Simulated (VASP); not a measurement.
Set up this calculation in VASP 6.6.1, as the native input.

```yaml
Task: relaxation of cell and atoms
Functional: PBE
Potentials_or_basis: VASP PAW PBE potentials, release 64 (Ge_d, Se)
Cutoff: 600 eV
k_mesh: 4 × 8 × 6
Occupations: gaussian, width 0.03 eV
Spin: no spin polarisation
Further_INCAR_settings: ALGO = Normal; EDIFF = 1e-06; IBRION = 2; EDIFFG = -0.01; NSW = 90; ISIF = 3
```

The structure of GeSe lies in POSCAR:

```
GeSe
1.0
   10.7900000000      0.0000000000      0.0000000000
    0.0000000000      3.8200000000      0.0000000000
    0.0000000000      0.0000000000      4.3800000000
Ge Se
4 4
Direct
    0.1210000000      0.7500000000      0.8940000000
    0.6210000000      0.7500000000      0.6060000000
    0.3790000000      0.2500000000      0.3940000000
    0.8790000000      0.2500000000      0.1060000000
    0.8520000000      0.7500000000      0.4970000000
    0.3520000000      0.7500000000      0.0030000000
    0.6480000000      0.2500000000      0.9970000000
    0.1480000000      0.2500000000      0.5030000000
```

The input as run:

INCAR

```
SYSTEM = GeSe
ALGO     = Normal         ! electronic algorithm
EDIFF    = 1E-6           ! SCF threshold, eV
EDIFFG   = -0.01          ! ionic threshold
ENCUT    = 600            ! plane-wave cutoff, eV
GGA      = PE             ! functional
IBRION   = 2              ! ionic algorithm
ISIF     = 3              ! what is computed and relaxed
ISMEAR   = 0              ! smearing method
KPAR     = 2            
LASPH    = .True.         ! aspherical terms in the spheres
LCHARG   = .False.        ! write CHGCAR
LREAL    = .False.        ! projectors in reciprocal space
LWAVE    = .False.        ! write WAVECAR
NELM     = 80             ! most SCF steps
NSW      = 90             ! ionic steps
PREC     = Accurate       ! precision mode
SIGMA    = 0.03           ! smearing width, eV
```

KPOINTS

```
k-points
0
Gamma
  4 8 6
  0 0 0
```

Potentials or basis: VASP PAW PBE potentials, release 64 (Ge_d, Se).

Command:

```bash
$ cat potpaw_PBE.64/Ge_d/POTCAR potpaw_PBE.64/Se/POTCAR > POTCAR
$ mpirun -np 2 vasp_std > vasp.out
```

Results of the run:

```
Relaxed volume                         : 24.51 Å³/atom
Relaxed cell                           : a = 11.181 Å, b = 3.889 Å, c = 4.509 Å, α = 90.00°, β = 90.00°, γ = 90.00°
Space group after relaxing (to 0.05 Å) : Pnma (No. 62)
Energy gained by relaxing              : 15.9 meV/atom
Ionic steps                            : 30
Pressure after relaxing                : 0.0 GPa
Largest force after relaxing           : 0.009 eV/Å
Band gap on the k mesh                 : 0.84 eV, indirect (least direct gap 0.94 eV)
```

It took 68 min on 2 MPI ranks on Intel(R) Xeon(R) Platinum 8488C (Sapphire Rapids), on a shared host, peak memory 0.65 GiB a rank.
